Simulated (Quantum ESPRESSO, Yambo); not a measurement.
Planning a run of Yambo 5.3.0 on MgO (Periclase). The input:

```
HF_and_locXC
gw0
dyson
cohsex
em1s
rim_cut
RandQpts= 1000000
RandGvec= 1 RL
EXXRLvcs= 76 Ry
VXCRLvcs= 304 Ry
Chimod= "HARTREE"
% BndsRnXs
 1 | 98 |
%
NGsBlkXs= 17 Ry
% LongDrXs
 1 | 1 | 1 |
%
% GbndRnge
 1 | 98 |
%
DysSolver= "n"
ExtendOut
% QPkrange
 1 | 1 | 7 | 10 |
%
```

The database entry behind the starting cell differs from later determinations by our own check (about 0.1 % long), so it need not match the best structure at ambient conditions.

```sh
OMP_NUM_THREADS=1 mpirun -n 4 yambo -F gw4.in -J gw4 -C gw4 > gw4.log
```

The stored states that it reads are on a 8×8×8 mesh. The structure is cubic, space group Fm-3m (No. 225). The conventional cell has a = 4.217 Å, b = 4.217 Å, c = 4.217 Å, α = 90.00°, β = 90.00°, γ = 90.00°. Mg has 6 O at 2.11 Å nearest. Nearest to O lie 6 Mg at 2.11 Å. Farther neighbours and most contacts between anions are not listed.

**Question.** How long will it take on 4 MPI ranks of Arm Neoverse V1, shared host, and how much memory?

It took 6.9 min; on shared hardware allow 3.5 min to 14 min. Peak host memory was 1.5 GiB.

The screening grows as filled bands × empty bands × pairs of k points, times the square of the screening basis for the matrix.

[Paths, hosts, dates, memory and timing lines, banners, echoed tables and standing remarks are left out of the program output.]

[Logs are printed without paths, hosts, clocks, repeated set-up lines and the standing remarks that a program may print on its own settings, such as how far it seeks lower states.]

[Runs of the session that timed out or met a known fault of the program may be left out.]

[Hosts, paths, dates, database ids (printed as entryN), source tags and the programs' standing remarks are cut or masked in the printed files.]
